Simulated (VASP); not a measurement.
# AlP (F-43m) in VASP: a series of runs

The runs below take AlP through single point, relaxation of cell and atoms, with PBE.

Everything below comes from runs of VASP 6.6.1. Logs are shortened: lines on timing, memory, paths and dates and some standing lists are left out, and cuts for length are marked.

**What was measured.**

From a printed reference work, data compilation, for a bulk crystal of AlP at 4.2 K: band gap 2.505 eV (indirect).

The results are compared with them further down.

**1. The cell of the first run**

Symmetry: F-43m, No. 216, cubic system. Conventional cell: a = 5.508 Å, b = 5.508 Å, c = 5.508 Å, α = 90.00°, β = 90.00°, γ = 90.00°. Al (site symmetry -43m) has 4 P at 2.39 Å within 3.2 Å. Within 3.2 Å of P (site symmetry -43m) lie 4 Al at 2.39 Å.

**2. Single point, PBE**

Contents of INCAR:

```
  PREC = Accurate
  ENCUT = 500
  EDIFF = 1E-6
  ISMEAR = 0
  SIGMA = 0.02
  LREAL = False
  LASPH = True
  NELM = 120
  ALGO = Normal
  ISIF = 2
  LWAVE = False
  LCHARG = False
  GGA = PE
  NBANDS = 11
  GGA_COMPAT = False
```

Contents of KPOINTS:

```
Automatic mesh
0
Gamma
  8 8 8
```

Contents of POSCAR:

```
AlP
1.0
    0.0000000000      2.7541607975      2.7541607975
    2.7541607975      0.0000000000      2.7541607975
    2.7541607975      2.7541607975      0.0000000000
Al P
1 1
Direct
    0.7500000000      0.7500000000      0.7500000000
    0.0000000000      0.0000000000      0.0000000000
```

Potentials or basis: VASP PAW PBE potentials, release 64 (Al, P).

Launch:

```
cat potpaw_PBE.64/Al/POTCAR potpaw_PBE.64/P/POTCAR > POTCAR
mpirun -np 1 vasp_std > vasp.out
```

OUTCAR:

```text
PREC = Accurate
   ENCUT = 500
   EDIFF = 1E-6
   ISMEAR = 0
   LREAL = False
   LASPH = True
   NELM = 120
   ISIF = 2
   GGA = PE

 ion  position               nearest neighbor table
   1  0.750  0.750  0.750-   2 2.39   2 2.39   2 2.39   2 2.39
   2  0.000  0.000  0.000-   1 2.39   1 2.39   1 2.39   1 2.39

  LATTYP: Found a face centered cubic cell.
 ALAT       =     5.5083215950

  Lattice vectors:

 A1 = (   0.0000000000,   2.7541607975,   2.7541607975)
 A2 = (   2.7541607975,   0.0000000000,   2.7541607975)
 A3 = (   2.7541607975,   2.7541607975,   0.0000000000)

Analysis of symmetry for initial positions (statically):
=====================================================================
 Subroutine PRICEL returns:
 Original cell was already a primitive cell.

 Routine SETGRP: Setting up the symmetry group for a
 face centered cubic supercell.

 Subroutine GETGRP returns: Found 24 space group operations
 (whereof 24 operations were pure point group operations)
 out of a pool of 48 trial point group operations.

The static configuration has the point symmetry T_d .

Analysis of symmetry for dynamics (positions and initial velocities):
=====================================================================
 Subroutine PRICEL returns:
 Original cell was already a primitive cell.

 Routine SETGRP: Setting up the symmetry group for a
 face centered cubic supercell.

 Subroutine GETGRP returns: Found 24 space group operations
 (whereof 24 operations were pure point group operations)
 out of a pool of 48 trial point group operations.

The dynamic configuration has the point symmetry T_d .

 Subroutine INISYM returns: Found 24 space group operations
 (whereof 24 operations are pure point group operations),
 and found     1 'primitive' translations

----------------------------------------------------------------------------------------

                                     Primitive cell

  volume of cell :      41.7828

  direct lattice vectors                    reciprocal lattice vectors
     0.000000000  2.754160797  2.754160797    -0.181543503  0.181543503  0.181543503
     2.754160797  0.000000000  2.754160797     0.181543503 -0.181543503  0.181543503
     2.754160797  2.754160797  0.000000000     0.181543503  0.181543503 -0.181543503

  length of vectors
     3.894971553  3.894971553  3.894971553     0.314442572  0.314442572  0.314442572

  position of ions in fractional coordinates (direct lattice)
     0.750000000  0.750000000  0.750000000
     0.000000000  0.000000000  0.000000000

  ion indices of the primitive-cell ions
   primitive index   ion index
                 1           1
                 2           2

----------------------------------------------------------------------------------------

 KPOINTS: Automatic mesh

Automatic generation of k-mesh.
 Grid dimensions read from file:
 generate k-points for:    8    8    8

 Generating k-lattice:

  Cartesian coordinates                     Fractional coordinates (reciprocal lattice)
    -0.022692938  0.022692938  0.022692938     0.125000000  0.000000000  0.000000000
     0.022692938 -0.022692938  0.022692938     0.000000000  0.125000000  0.000000000
     0.022692938  0.022692938 -0.022692938     0.000000000  0.000000000  0.125000000

  Length of vectors
     0.039305321  0.039305321  0.039305321

  Shift w.r.t. Gamma in fractional coordinates (k-lattice)
     0.000000000  0.000000000  0.000000000

 Subroutine IBZKPT returns following result:
 ===========================================

 Found     29 irreducible k-points:

 Following reciprocal coordinates:
            Coordinates               Weight
  0.000000  0.000000  0.000000      1.000000
  0.125000  0.000000  0.000000      8.000000
  0.250000  0.000000  0.000000      8.000000
  0.375000  0.000000  0.000000      8.000000
  0.500000  0.000000  0.000000      4.000000
  0.125000  0.125000  0.000000      6.000000
[... 16 lines left out ...]
  0.500000  0.250000  0.125000     48.000000
 -0.375000  0.250000  0.125000     24.000000
 [... further k-points ...]
   k-points           NKPTS =     29   k-points in BZ     NKDIM =     29   number of bands    NBANDS=     11
   number of dos      NEDOS =    301   number of ions     NIONS =      2
   total plane-waves  NPLWV =  21952
   dimension x,y,z NGX =    28 NGY =   28 NGZ =   28
   dimension x,y,z NGXF=    56 NGYF=   56 NGZF=   56
   ions per type =               1   1
   NGX,Y,Z   is equivalent  to a cutoff of  11.95, 11.95, 11.95 a.u.
   NGXF,Y,Z  is equivalent  to a cutoff of  23.90, 23.90, 23.90 a.u.
 SYSTEM =  unknown system
   PREC   = accura    normal or accurate (medium, high low for compatibility)
   ISTART =      0    job   : 0-new  1-cont  2-samecut
   ICHARG =      2    charge: 1-file 2-atom 10-const
   ISPIN  =      1    spin polarized calculation?
   LNONCOLLINEAR =      F non collinear calculations
   LSORBIT =      F    spin-orbit coupling
   LASPH  =      T    aspherical Exc in radial PAW
   ENCUT  =  500.0 eV  36.75 Ry    6.06 a.u.   7.10  7.10  7.10*2*pi/ulx,y,z
   NELM   =    120;   NELMIN=  2; NELMDL= -5     # of ELM steps
   EDIFF  = 0.1E-05   stopping-criterion for ELM
   LREAL  =      F    real-space projection
   EDIFFG = 0.1E-04   stopping-criterion for IOM
   NSW    =      0    number of steps for IOM
   IBRION =     -1    ionic relax: 0-MD 1-quasi-New 2-CG
   NFREE  =      0    steps in history (QN), initial steepest desc. (CG)
   ISIF   =      2    stress and relaxation
   ISYM   =      2    0-nonsym 1-usesym 2-fastsym
   POTIM  = 0.5000    time-step for ionic-motion
   TEBEG  =    0.0;   TEEND  =   0.0 temperature during run
   PSTRESS=    0.0 pullay stress
   NELECT =       8.0000    total number of electrons
   NUPDOWN=      -1.0000    fix difference up-down
   EMIN   =  10.00;   EMAX   =-10.00  energy-range for DOS
   EFERMI =   0.00;   METHOD = LEGACY
   ISMEAR =     0;   SIGMA  =   0.02  broadening in eV -4-tet -1-fermi 0-gaus
   EFERMI_NEDOS =   21; number of points for ismear=-14 and -15
   IALGO  =     38    algorithm
   IMIX   =      4    mixing-type and parameters
     AMIX     =   0.40;   BMIX     =  1.00
     AMIX_MAG =   1.60;   BMIX_MAG =  1.00
  volume/ion in A,a.u.               =      20.89       140.98
  Fermi-wavevector in a.u.,A,eV,Ry     =   0.943566  1.783081 12.113491  0.890316
  Thomas-Fermi vector in A             =   2.071286
   LORBIT       =      0    0 simple, 1 ext, 2 COOP (PROOUT), +10 PAW based schemes
   GGA     = PE    functional components
   LHFCALC =     F    Hartree Fock is set to
   AEXX    =    0.0000 exact exchange contribution
   IVDW    =     0    specifies the selected vdW correction
   LEPSILON=     F    determine dielectric tensor
   LRPA    =     F    only Hartree local field effects (RPA)
 non-spin polarized calculation
 Gauss-broadening in eV      SIGMA  =   0.02
  energy-cutoff  :      500.00
  volume of cell :       41.78
 maximum number of plane-waves:      1069
   NGX = 15   NGY = 15   NGZ = 15

 number of electron       8.0000001 magnetization

 Free energy of the ion-electron system (eV)
  ---------------------------------------------------
  ext. energy  EPLUGINS =         0.00000000
  ---------------------------------------------------
  free energy    TOTEN  =       -10.37676022 eV

  energy without entropy =      -10.37676022  energy(sigma->0) =      -10.37676022

 E-fermi :   4.4563     XC(G=0):  -9.1065

 val. band max:        4.3412155455   @ k =   0.0000   0.0000   0.0000
 cond. band min:       5.9718356717   @ k =   0.5000   0.5000   0.0000
 fundamental gap:      1.6306201262
 Fermi energy:         4.4563222069

 k-point     1 :       0.0000    0.0000    0.0000
  band No.  band energies     occupation
      1      -7.0145      2.00000
      2       4.3412      2.00000
      3       4.3412      2.00000
      4       4.3412      2.00000
      5       7.4218      0.00000
      6       8.8656      0.00000
      7       8.8656      0.00000
      8       8.8656      0.00000
      9      13.1457      0.00000
     10      13.1457      0.00000
     11      14.4492      0.00000

 k-point     2 :       0.1250    0.0000    0.0000
  band No.  band energies     occupation
      1      -6.8473      2.00000
      2       3.1262      2.00000
      3       4.1967      2.00000
      4       4.1967      2.00000
      5       7.8962      0.00000
      6       9.1421      0.00000
      7       9.1421      0.00000
      8       9.3287      0.00000
      9      12.6672      0.00000
     10      12.6672      0.00000
     11      15.1006      0.00000

 k-point     3 :       0.2500    0.0000    0.0000
  band No.  band energies     occupation
      1      -6.3780      2.00000
      2       1.2148      2.00000
      3       3.9086      2.00000
      4       3.9086      2.00000
      5       7.5616      0.00000
      6       9.4523      0.00000
      7       9.4523      0.00000
      8      11.1085      0.00000
      9      12.6371      0.00000
     10      12.6371      0.00000
     11      14.6132      0.00000

 k-point     4 :       0.3750    0.0000    0.0000
  band No.  band energies     occupation
      1      -5.7514      2.00000
      2      -0.3831      2.00000
      3       3.6774      2.00000
      4       3.6774      2.00000
      5       7.1920      0.00000
      6       9.2868      0.00000
      7       9.2868      0.00000
      8      12.3993      0.00000
      9      13.9883      0.00000
     10      13.9883      0.00000
     11      14.8074      0.00000
[... 239 lines left out ...]
 k-point    22 :       0.3750    0.2500    0.1250
  band No.  band energies     occupation
      1      -5.9814      2.00000
      2       0.8818      2.00000
      3       2.4992      2.00000
      4       3.4497      2.00000
      5       8.1714      0.00000
      6       9.0729      0.00000
      7       9.7597      0.00000
      8      11.0661      0.00000
      9      12.5949      0.00000
     10      15.0085      0.00000
     11      17.0679      0.00000

 k-point    23 :       0.5000    0.2500    0.1250
  band No.  band energies     occupation
      1      -5.4090      2.00000
      2      -0.1941      2.00000
      3       1.9429      2.00000
      4       3.0796      2.00000
      5       8.2657      0.00000
      6       9.0882      0.00000
      7      10.3097      0.00000
      8      11.3719      0.00000
      9      13.7060      0.00000
     10      15.5345      0.00000
     11      17.0308      0.00000

 k-point    24 :      -0.3750    0.2500    0.1250
  band No.  band energies     occupation
      1      -5.0989      2.00000
      2      -0.7304      2.00000
      3       1.8076      2.00000
      4       2.8990      2.00000
      5       8.2595      0.00000
      6       8.8371      0.00000
      7      11.1446      0.00000
      8      11.9597      0.00000
      9      13.2224      0.00000
     10      15.6935      0.00000
     11      16.8977      0.00000

 [... further k-points ...]
[... 5 lines left out ...]
  --------------------------------------------------------------------------------------
  -------------------------------------------------------------------------------------
  Total       -0.0302349     -0.0302349     -0.0302349      0.0000000      0.0000000     -0.0000000
  in kB       -1.1593687     -1.1593687     -1.1593687      0.0000000      0.0000000     -0.0000000
  external PRESSURE =      -1.1593687 kB  Pullay stress =       0.0000000 kB

 VOLUME and BASIS-vectors are now :
 -----------------------------------------------------------------------------
  energy-cutoff  :      500.00
  volume of cell :       41.78
      direct lattice vectors                 reciprocal lattice vectors
     0.000000000  2.754160797  2.754160797    -0.181543503  0.181543503  0.181543503
     2.754160797  0.000000000  2.754160797     0.181543503 -0.181543503  0.181543503
     2.754160797  2.754160797  0.000000000     0.181543503  0.181543503 -0.181543503

 POSITION                                       TOTAL-FORCE (eV/Angst)
 -----------------------------------------------------------------------------------
      4.13124      4.13124      4.13124         0.000000      0.000000      0.000000
      0.00000      0.00000      0.00000        -0.000000     -0.000000     -0.000000
 -----------------------------------------------------------------------------------
    total drift:                               -0.000000     -0.000000     -0.000000

  FREE ENERGIE OF THE ION-ELECTRON SYSTEM (eV)
  ---------------------------------------------------
  free  energy   TOTEN  =       -10.3767602161 eV

  energy  without entropy=      -10.3767602161  energy(sigma->0) =      -10.37676022
```

Wall time 9.7 s (1 thread of Intel Xeon Platinum 8375C at 2.90GHz (Ice Lake), shared host); peak memory 0.15 GiB.

Results:

```yaml
Free_energy: -10.3768 eV
Pressure: -0.1 GPa
Band_gap_on_the_k_mesh: 1.63 eV, indirect (least direct gap 3.08 eV)
```

Levels at points of the mesh, in eV from the valence-band top:
```
           k point  band 2  band 3  band 4  band 5  band 6  band 7
(0.00, 0.00, 0.00)    0.00    0.00    0.00    3.08    4.52    4.52
(0.50, 0.00, 0.00)   -5.41   -0.75   -0.75    2.72    4.81    4.81
(0.50, 0.50, 0.00)   -5.22   -2.05   -2.05    1.63    2.48   10.84
```

**3. Single point, PBE**

INCAR is that of step 2.

Contents of KPOINTS:

```
regular mesh
0
Gamma
  8 8 8
```

Contents of POSCAR:

```
AlP
1.0
    0.0000000000      2.7541630800      2.7541630800
    2.7541630800      0.0000000000      2.7541630800
    2.7541630800      2.7541630800      0.0000000000
Al P
1 1
Direct
    0.7500000000      0.7500000000      0.7500000000
    0.0000000000      0.0000000000      0.0000000000
```

Potentials or basis: VASP PAW PBE potentials, release 64 (Al, P).

Launch:

```
cat potpaw_PBE.64/Al/POTCAR potpaw_PBE.64/P/POTCAR > POTCAR
mpirun -np 1 vasp_std > vasp.out
```

Wall time 9.8 s (1 thread of Intel Xeon Platinum 8375C at 2.90GHz (Ice Lake), shared host); peak memory 0.15 GiB.

It converged, with:

```
Free energy            : -10.3768 eV
Pressure               : -0.1 GPa
Band gap on the k mesh : 1.63 eV, indirect (least direct gap 3.08 eV)
```

Levels at points of the mesh, in eV from the valence-band top:
```
           k point  band 2  band 3  band 4  band 5  band 6  band 7
(0.00, 0.00, 0.00)    0.00    0.00    0.00    3.08    4.52    4.52
(0.50, 0.00, 0.00)   -5.41   -0.75   -0.75    2.72    4.81    4.81
(0.50, 0.50, 0.00)   -5.22   -2.05   -2.05    1.63    2.47   10.84
```

**4. Relaxation of cell and atoms, PBE**

Contents of INCAR:

```
SYSTEM = AlP
ALGO = Normal
EDIFF = 1E-7
EDIFFG = -0.01
ENCUT = 500
GGA = PE
GGA_COMPAT = .False.
IBRION = 2
ISIF = 3
ISMEAR = 0
LASPH = .True.
LCHARG = .False.
LREAL = .False.
LWAVE = .False.
NELM = 120
NELMIN = 4
NSW = 80
PREC = Accurate
SIGMA = 0.02
```

Contents of KPOINTS:

```
k-points
0
Gamma
  8 8 8
  0 0 0
```

POSCAR is that of step 3.

Launch:

```
cat potpaw_PBE.64/Al/POTCAR potpaw_PBE.64/P/POTCAR > POTCAR
mpirun -np 1 vasp_std > vasp.out
```

Run time: 8.8 s. Hardware: 1 thread of Intel Xeon 6975P-C (Granite Rapids), shared host; peak memory 0.15 GiB.

The run converged. Its results:

```
Free energy                            : -10.3768 eV
Relaxed volume                         : 20.84 Å³/atom
Relaxed cell                           : a = 3.892 Å, b = 3.892 Å, c = 3.892 Å, α = 60.00°, β = 60.00°, γ = 60.00°
Space group after relaxing (to 0.05 Å) : F-43m (No. 216)
Energy gained by relaxing              : 0.0 meV/atom
Ionic steps                            : 2
Pressure after relaxing                : 0.1 GPa
Band gap on the k mesh                 : 1.63 eV, indirect (least direct gap 3.10 eV)
```

Final structure:
```cif
data_structure
_symmetry_space_group_name_H-M 'P 1'
_symmetry_Int_Tables_number 1
_cell_length_a 3.8920
_cell_length_b 3.8920
_cell_length_c 3.8920
_cell_angle_alpha 60.000
_cell_angle_beta 60.000
_cell_angle_gamma 60.000
_cell_volume 41.69
loop_
_atom_site_label
_atom_site_type_symbol
_atom_site_fract_x
_atom_site_fract_y
_atom_site_fract_z
_atom_site_occupancy
Al1 Al 0.75000 0.75000 0.75000 1
P1 P 0.00000 0.00000 0.00000 1
```

Levels at points of the mesh, in eV from the valence-band top:
```csv
k point,band 1,band 2,band 3,band 4,band 5,band 6,band 7,band 8
"(0.00, 0.00, 0.00)",-11.37,0.00,0.00,0.00,3.10,4.53,4.53,4.53
"(0.50, 0.00, 0.00)",-9.75,-5.42,-0.75,-0.75,2.72,4.81,4.81,8.21
"(0.50, 0.50, 0.00)",-9.11,-5.23,-2.05,-2.05,1.63,2.47,10.86,10.86
```

(Continued in part 2 of 2.)
